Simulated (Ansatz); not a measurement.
# WSe2: the cost of one run

Method: DFT PBE, scalar-relativistic, plane waves, PAW, in Ansatz 0.2.0.

**1. The starting structure**

Symmetry: P-6m2, No. 187, hexagonal system. Conventional cell: a = 3.318 Å, b = 3.318 Å, c = 16.658 Å, α = 90.00°, β = 90.00°, γ = 120.00°. W (site symmetry -6m2) has 6 Se at 2.54 Å in its first shell of neighbours. Se (site symmetry 3m) has 3 W at 2.54 Å in its first shell of neighbours.

As a file:

```cif
data_structure
_symmetry_space_group_name_H-M 'P-6m2'
_symmetry_Int_Tables_number 187
_cell_length_a 3.3179
_cell_length_b 3.3179
_cell_length_c 16.6581
_cell_angle_alpha 90.000
_cell_angle_beta 90.000
_cell_angle_gamma 120.000
_cell_volume 158.82
loop_
_atom_site_label
_atom_site_type_symbol
_atom_site_symmetry_multiplicity
_atom_site_Wyckoff_symbol
_atom_site_fract_x
_atom_site_fract_y
_atom_site_fract_z
_atom_site_occupancy
W1 W 1 a 0.00000 0.00000 0.00000 1
Se1 Se 2 i 0.66667 0.33333 0.09979 1
```

The runs take a perfect supercell of 48 atoms; the defect goes to fractional position (0.083, 0.167, 0.167).

**2. The perfect supercell**

File input.yaml:

```yaml
crystal:
  lattice:
    - [-6.635875, 11.493672, 1.0e-06]
    - [6.635876, 11.493672, 2.0e-06]
    - [1.658969, 2.873418, -16.658142]
  atoms:
    - { symbol: W, position: [0.5, 0.0, 0.0] }
    - { symbol: W, position: [0.5, 0.25, 0.0] }
    - { symbol: W, position: [0.75, 0.0, 0.0] }
    - { symbol: W, position: [0.0, 0.0, 0.0] }
    - { symbol: W, position: [0.0, 0.25, 0.0] }
    - { symbol: W, position: [0.0, 0.5, 0.0] }
    - { symbol: W, position: [0.0, 0.75, 0.0] }
    - { symbol: W, position: [0.25, 0.0, 0.0] }
    - { symbol: W, position: [0.25, 0.25, 0.0] }
    - { symbol: W, position: [0.25, 0.5, 0.0] }
    - { symbol: W, position: [0.5, 0.5, 0.0] }
    - { symbol: W, position: [0.5, 0.75, 0.0] }
    - { symbol: W, position: [0.75, 0.25, 0.0] }
    - { symbol: W, position: [0.75, 0.5, 0.0] }
    - { symbol: W, position: [0.75, 0.75, 0.0] }
    - { symbol: W, position: [0.25, 0.75, 0.0] }
    - { symbol: Se, position: [0.833333, 0.10828, 0.900214] }
    - { symbol: Se, position: [0.333333, 0.10828, 0.900214] }
    - { symbol: Se, position: [0.333333, 0.35828, 0.900214] }
    - { symbol: Se, position: [0.333333, 0.60828, 0.900214] }
    - { symbol: Se, position: [0.583333, 0.10828, 0.900214] }
    - { symbol: Se, position: [0.583333, 0.35828, 0.900214] }
    - { symbol: Se, position: [0.833333, 0.35828, 0.900214] }
    - { symbol: Se, position: [0.833333, 0.60828, 0.900214] }
    - { symbol: Se, position: [0.833333, 0.85828, 0.900214] }
    - { symbol: Se, position: [0.083333, 0.10828, 0.900214] }
    - { symbol: Se, position: [0.083333, 0.35828, 0.900214] }
    - { symbol: Se, position: [0.083333, 0.60828, 0.900214] }
    - { symbol: Se, position: [0.083333, 0.85828, 0.900214] }
    - { symbol: Se, position: [0.333333, 0.85828, 0.900214] }
    - { symbol: Se, position: [0.583333, 0.60828, 0.900214] }
    - { symbol: Se, position: [0.583333, 0.85828, 0.900214] }
    - { symbol: Se, position: [0.833333, 0.058387, 0.099786] }
    - { symbol: Se, position: [0.333333, 0.058387, 0.099786] }
    - { symbol: Se, position: [0.333333, 0.308387, 0.099786] }
    - { symbol: Se, position: [0.333333, 0.558387, 0.099786] }
    - { symbol: Se, position: [0.583333, 0.058387, 0.099786] }
    - { symbol: Se, position: [0.583333, 0.308387, 0.099786] }
    - { symbol: Se, position: [0.833333, 0.308387, 0.099786] }
    - { symbol: Se, position: [0.833333, 0.558387, 0.099786] }
    - { symbol: Se, position: [0.833333, 0.808387, 0.099786] }
    - { symbol: Se, position: [0.083333, 0.058387, 0.099786] }
    - { symbol: Se, position: [0.083333, 0.308387, 0.099786] }
    - { symbol: Se, position: [0.083333, 0.558387, 0.099786] }
    - { symbol: Se, position: [0.083333, 0.808387, 0.099786] }
    - { symbol: Se, position: [0.333333, 0.808387, 0.099786] }
    - { symbol: Se, position: [0.583333, 0.558387, 0.099786] }
    - { symbol: Se, position: [0.583333, 0.808387, 0.099786] }
basis:
  ecutwfc: 420
  fft_grid_basis: typed
kpoints:
  mp_grid: { grid: [1, 1, 1] }
hamiltonian:
  xc: pbe
  pseudopotentials: { kind: paw }
scf:
  occupations: { method: gaussian, width: 0.05 }
output:
  forces: true
  stress: false
  eigenvalues: true
  bader: false
  write_density: true
  volumetric_format: npy
```

Run with:

```console
ansatz run input.yaml --threads 8 --pin off --max-ram 16384MiB --backend cpu --events-out ev --progress --plain --runs-dir out
```

**Question.** How long does this run take on 8 threads of Arm Neoverse V2, shared host, and how much memory does it need?

About 10 s, with a peak of 3.3 GiB.
